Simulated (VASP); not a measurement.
## H: single point with PBEsol

H:

```
H
1.0
     2.65390   -2.48380    0.00000
     2.65390    2.48380    0.00000
     0.00000    0.00000    4.22417
H
4
Direct
  0.95069 0.04931 0.06875
  0.45069 0.54931 0.43125
  0.54931 0.45069 0.56875
  0.04931 0.95069 0.93125
```

```yaml
Program: VASP 6.6.1
Task: single point
Functional: PBEsol
Potentials_or_basis: VASP PAW PBE potentials, release 64 (H)
Cutoff: 520 eV
k_mesh: 6 × 6 × 6
Occupations: gaussian, width 0.02 eV
Spin: no spin polarisation
```

| Quantity | Value |
| --- | --- |
| Pressure | -0.2 GPa |
| Largest force | 0.008 eV/Å |
| Band gap on the k mesh | 8.96 eV, indirect (least direct gap 9.60 eV) |

Forces in eV/Å, atoms in the order of the input:
```
H    0.000 -0.005 -0.007
H    0.000 -0.005  0.007
H    0.000  0.005 -0.007
H    0.000  0.005  0.007
```

Levels at points of the mesh, in eV from the valence-band top:
```csv
k point,band 1,band 2,band 3,band 4,band 5,band 6,band 7
"(0.00, 0.00, 0.00)",-1.87,0.00,10.86,12.59,12.92,15.20,15.36
"(0.50, 0.00, 0.00)",-0.77,-0.77,10.56,10.56,13.50,13.50,17.07
"(0.50, 0.50, 0.00)",-0.66,-0.32,9.55,10.09,13.58,15.20,15.53
"(0.00, 0.00, 0.50)",-0.95,-0.95,10.32,10.32,15.40,15.40,17.33
"(0.50, 0.00, 0.50)",-0.64,-0.64,8.96,8.96,15.81,15.81,16.85
"(0.50, 0.50, 0.50)",-0.40,-0.40,10.83,10.83,12.16,12.16,12.66
```

Run time: 10 s on 1 thread of Intel(R) Xeon(R) 6975P-C (Granite Rapids), on a shared host, peak memory 0.15 GiB.

Caveat: the PAW data sets were made with another functional, which shifts forces and pressure a little. A k mesh can miss the band edges.
